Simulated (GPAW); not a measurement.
La:

```
CELL_PARAMETERS angstrom
3.75000 0.00000 0.00000
-1.87500 3.24760 0.00000
0.00000 0.00000 6.07000
ATOMIC_POSITIONS crystal
La 0.66667 0.33333 0.75000
La 0.33333 0.66667 0.25000
```

This isn't the form of La at room conditions, which is double hcp.

* Program: GPAW 26.7.0
* Task: relaxation of cell and atoms
* Functional: r2SCAN
* Dispersion: D4
* Potentials or basis: GPAW PAW data sets (gpaw-data 1.2.1)
* Cutoff: 800 eV
* Basis: pw
* k mesh: 6 × 6 × 3
* Occupations: fermi-dirac, width 0.05 eV
* Spin: no spin polarisation

At the start: pressure 0.2 GPa; volume 36.96 Å³/atom.

**Question.** Where does the relaxation end?

**Answer.** Over 6 steps the energy falls by 6.8 meV/atom and the volume is 37.55 Å³/atom (+1.6 %); space group P6_3/mmc (No. 194, to 0.05 Å).

Step by step:
```csv
step,energy change (eV),largest force (eV/Å),pressure (GPa),volume (Å³)
1,0.0000,0.0001,0.21,73.92
2,-0.0010,0.0001,0.19,74.00
3,-0.0128,0.0000,-0.16,75.32
4,-0.0135,0.0000,-0.21,75.49
5,-0.0135,0.0002,-0.17,75.35
6,-0.0136,0.0000,-0.08,75.10
```

Final structure:
```xyz
2
Lattice="3.8287 0.0000 0.0000 -1.9143 3.3157 0.0000 0.0000 0.0000 5.9158" Properties=species:S:1:pos:R:3 pbc="T T T"
La    1.9143    1.1052    4.4368
La    0.0000    2.2105    1.4790
```

Caveat: one-centre terms of the f shell are cut off; later steps reuse the first step's grids; the PAW data sets were made with another functional, which shifts forces and pressure a little; pairwise dispersion overbinds metals, which lowers pressure and volume.
